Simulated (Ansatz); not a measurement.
# BP: the crystal squeezed far

An exercise on one series of results from a longer session: the logs are not shown, and one member is left open.

Computed with Ansatz 0.2.0 (DFT, PBEsol, PAW with Ansatz's default frozen-core files, scalar-relativistic, unless a step's input says otherwise).

## Starting point

It takes space group Fm-3m (No. 225, cubic). Conventional cell: a = 4.309 Å, b = 4.309 Å, c = 4.309 Å, α = 90.00°, β = 90.00°, γ = 90.00°. Around B (site symmetry m-3m) lie 6 P at 2.15 Å. P (site symmetry m-3m) is surrounded by 6 B at 2.15 Å.

Coordinates:

```cif
data_structure
_symmetry_space_group_name_H-M 'Fm-3m'
_symmetry_Int_Tables_number 225
_cell_length_a 4.3089
_cell_length_b 4.3089
_cell_length_c 4.3089
_cell_angle_alpha 90.000
_cell_angle_beta 90.000
_cell_angle_gamma 90.000
_cell_volume 80.00
loop_
_atom_site_label
_atom_site_type_symbol
_atom_site_symmetry_multiplicity
_atom_site_Wyckoff_symbol
_atom_site_fract_x
_atom_site_fract_y
_atom_site_fract_z
_atom_site_occupancy
B1 B 4 a 0.00000 0.00000 0.00000 1
P1 P 4 b 0.50000 0.00000 0.00000 1
```

The file gives the conventional cell by its symmetry; the runs use the cell typed in the input.

Whether this phase is the stable one at these pressures isn't tested.

Atoms are numbered in the order of the input: B1, P2.

Set-up of the first run:

Input file input.yaml:

```yaml
crystal:
  lattice:
    - [0.0, 2.15443469, 2.15443469]
    - [2.15443469, 0.0, 2.15443469]
    - [2.15443469, 2.15443469, 0.0]
  atoms:
    - { symbol: B, position: [0.0, 0.0, 0.0] }
    - { symbol: P, position: [0.5, 0.5, 0.5] }
kpoints:
  mp_grid: { grid: [15, 15, 15] }
scf:
  occupations: { method: fermi_dirac, width: 0.1 }
hamiltonian:
  xc: pbesol
  pseudopotentials: { kind: paw }
output:
  forces: true
  stress: true
relax:
  f_tol: 0.005
  max_steps: 40
  cell: {}
```

Command:

```bash
> ansatz run input.yaml --threads 1 --pin off --max-ram 2048MiB --backend cpu --events-out ev --progress --plain --runs-dir out
```

Among the steps run: Cell relaxed at zero pressure, PAW; Volume scaled by 1, PAW; Volume scaled by 1, PAW (cutoff 800 eV); Volume scaled by 0.94, PAW; Volume scaled by 0.94, PAW (partial_waves polarizable); Volume scaled by 0.88, PAW; Volume scaled by 0.8, PAW; Volume scaled by 0.72, PAW; Volume scaled by 0.72, PAW (cutoff 300 eV); Volume scaled by 0.64, PAW; Volume scaled by 0.64, PAW (cutoff 250 eV); Volume scaled by 0.55, PAW; Volume scaled by 0.55, PAW (cutoff 600 eV).

One of the session's tables, all rows but one given; the rest of the session is left out.

```
                         method  volume over the first  volume (Å³/atom)  pressure (GPa)
                            PAW                      1             9.869            0.01
                            PAW                   0.94             9.276           11.69
                            PAW                   0.88             8.684           27.36
                            PAW                    0.8             7.895           56.97
                            PAW                   0.72             7.105          101.85
                            PAW                   0.64             6.316          169.27
                            PAW                   0.55             5.428          292.82
            PAW (cutoff 250 eV)                   0.64             6.316          172.67
            PAW (cutoff 300 eV)                   0.72             7.105          101.35
            PAW (cutoff 600 eV)                   0.55             5.428          292.79
            PAW (cutoff 800 eV)                      1                 ?               ?
PAW (partial_waves polarizable)                   0.94             9.276           11.69
```

Estimate the missing values for PAW (cutoff 800 eV), 1.

The run gave: volume (Å³/atom): 9.869; pressure (GPa): -0.01.

Caveats from the session: Warnings in the runs' records: cutoff below recommended.
